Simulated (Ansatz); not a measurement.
# SiGe3: the cost of one run

Program: Ansatz 0.2.0. Level of theory: DFT PBE, scalar-relativistic, plane waves, PAW. These are calculated values, not measurements.

## 1. Starting point

Symmetry: Cmmm, No. 65, orthorhombic system. Conventional cell: a = 5.738 Å, b = 8.890 Å, c = 2.896 Å, α = 90.00°, β = 90.00°, γ = 90.00°. Si (site symmetry mmm) has 10 Ge at 2.87 to 3.02 Å and 2 Si at 2.90 Å as nearest neighbours. Around Ge (site symmetry 2/m) lie 8 Ge at 2.87 to 3.02 Å and 4 Si at 3.02 Å. Around Ge (site symmetry mmm) lie 2 Si at 2.87 Å and 10 Ge at 2.90 to 3.02 Å.

Coordinates:

```xyz
4
Lattice="2.8688 -4.4450 0.0000 2.8688 4.4450 0.0000 0.0000 0.0000 2.8962" Properties=species:S:1:pos:R:3 pbc="T T T"
Si    0.0000    0.0000    1.4481
Ge    1.4344    2.2225    0.0000
Ge    2.8688    0.0000    1.4481
Ge    1.4344   -2.2225    0.0000
```

The cell was relaxed beforehand at this level, from a generated guess; it is a trial structure. At a tolerance of 0.05 Å it has space group Cmmm (No. 65); it has 18.47 Å³/atom, an uncorrected energy of +0.43 eV/atom over the elements.

## 2. Static run: bands, density of states and charges

The input, input.yaml:

```yaml
crystal:
  lattice:
    - [2.8688344615, -4.4449765756, 0.0]
    - [2.8688344615, 4.4449765756, 0.0]
    - [0.0, 0.0, 2.8962093432]
  atoms:
    - { symbol: Si, position: [0.0, 0.0, 0.5] }
    - { symbol: Ge, position: [0.0, 0.5, 0.0] }
    - { symbol: Ge, position: [0.5, 0.5, 0.5] }
    - { symbol: Ge, position: [0.5, 0.0, 0.0] }
basis:
  ecutwfc: 420
kpoints:
  mp_grid: { grid: [10, 10, 16] }
  band_path:
    path:
      - [[0.0, 0.0, 0.0], [-0.5, 0.5, 0.0], [-0.35413867, 0.64586133, 0.0]]
      - [[0.35413867, 0.35413867, 0.0], [0.0, 0.0, 0.0], [0.0, 0.0, 0.5], [0.35413867, 0.35413867, 0.5]]
      - [[-0.35413867, 0.64586133, 0.5], [-0.5, 0.5, 0.5], [-0.5, 0.5, 0.0]]
      - [[0.0, 0.0, 0.0], [0.0, 0.5, 0.0], [0.0, 0.5, 0.5], [0.0, 0.0, 0.5], [-0.5, 0.5, 0.5]]
    npoints: 14
hamiltonian:
  xc: pbe
scf:
  occupations: { method: gaussian, width: 0.1 }
  n_extra_bands: 10
output:
  forces: true
  stress: true
  eigenvalues: true
  populations: true
  dos: { projected: true, de: 0.02, nscf_kmesh: { grid: [12, 12, 20] } }
  bader: true
  write_density: true
  write_potential: true
  elf: true
  volumetric_format: npy
```

Run with:

```console
$ ansatz run input.yaml --threads 1 --pin off --max-ram 2560MiB --backend cpu --events-out ev --progress --plain --runs-dir out
```

What time and memory should one allow on 1 thread of Intel Xeon at 2.70GHz, shared host?

About 2 min, with a peak of 0.96 GiB.
